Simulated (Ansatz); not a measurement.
Crystal: FeNi3 (Awaruite).

```
Ni Fe
1.0
     3.54500    0.00000    0.00000
     0.00000    3.54500    0.00000
     0.00000    0.00000    3.54500
Ni Fe
3 1
Direct
  0.50000 0.50000 0.00000
  0.50000 0.00000 0.50000
  0.00000 0.50000 0.50000
  0.00000 0.00000 0.00000
```

| Item | Value |
| --- | --- |
| Program | Ansatz 0.2.0 |
| Task | single point |
| Functional | PBE |
| Potentials or basis | Ansatz PAW |
| Cutoff | 420 eV (not typed: the program's choice for these potentials) |
| k mesh | 8 × 8 × 8 |
| Occupations | fermi-dirac, width 0.05 eV |
| Spin | collinear spin, ferromagnetic start |
| Starting moments | [1.0, 1.0, 1.0, 3.0] μB |

On this cell: pressure 0.1 GPa; largest force zero by symmetry; net moment 4.89 μB per cell; site moments Ni +0.71; Fe +2.93 μB; band gap on the k mesh none (metal or under the smearing width).

The same run follows on a disturbed copy (atoms moved at random, drawn with an rms of 0.05 Å):

```
Ni Fe
1.0
     3.54500    0.00000    0.00000
     0.00000    3.54500    0.00000
     0.00000    0.00000    3.54500
Ni Fe
3 1
Direct
  0.50788 0.50654 0.00966
  0.49456 0.00276 0.49962
  0.99159 0.50747 0.47568
  0.99425 0.99125 0.00042
```

Question: What changes?

Answer: The energy (extrapolated to zero smearing) moves by +18.5 meV/atom; pressure 1.0 GPa; largest force 0.983 eV/Å; net moment 4.88 μB per cell; site moments Ni +0.71; Fe +2.89 μB; band gap on the k mesh none (metal or under the smearing width).

Forces on the atoms (eV/Å):
```
Ni  -0.466 -0.249 -0.706
Ni  -0.032  0.109  0.130
Ni   0.326 -0.282  0.884
Fe   0.173  0.422 -0.308
```

Stress tensor (GPa, compression positive):
```
 1.27  0.18  0.76
 0.18  0.65 -0.32
 0.76 -0.32  1.16
```
